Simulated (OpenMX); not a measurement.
Runs of OpenMX 3.8.5 on B. Symmetry: Pmmn, No. 59, orthorhombic system. The conventional cell has a = 1.625 Å, b = 2.866 Å, c = 3.914 Å, α = 90.00°, β = 90.00°, γ = 90.00°. B (site symmetry mm2) has 6 B at 1.62 to 1.86 Å as nearest neighbours. The cell was built by a generator and needn't be a form met in nature.

```tsv
level	gap on the mesh (eV)	pressure (GPa)	largest force (eV/Å)
PBE	none	0.0	(a)
PBE+D3	none	-1.4	(b)
PBE+D3(BJ)	none	-2.9	0.11
PBE+D4	none	-3.0	0.11
```

Alike in all rows: task single point; potentials or basis OpenMX 2013 PBE set, B7.0-s2p2d1, grid cutoff 300 Ry; no spin polarisation; cell as given; k mesh 11 × 7 × 5; smearing fermi-dirac 0.05 eV.

Question: Fill in the values left out.

Answer: (a) 0.10; (b) 0.09.

Caveats: the basis of atomic orbitals isn't converged, which shifts pressures, moduli and gaps; this functional lacks dispersion, which binds the layers, so the pressure and a relaxed spacing across them are unreliable (some runs).

A gap of «none» marks a metal or a gap under the smearing width.
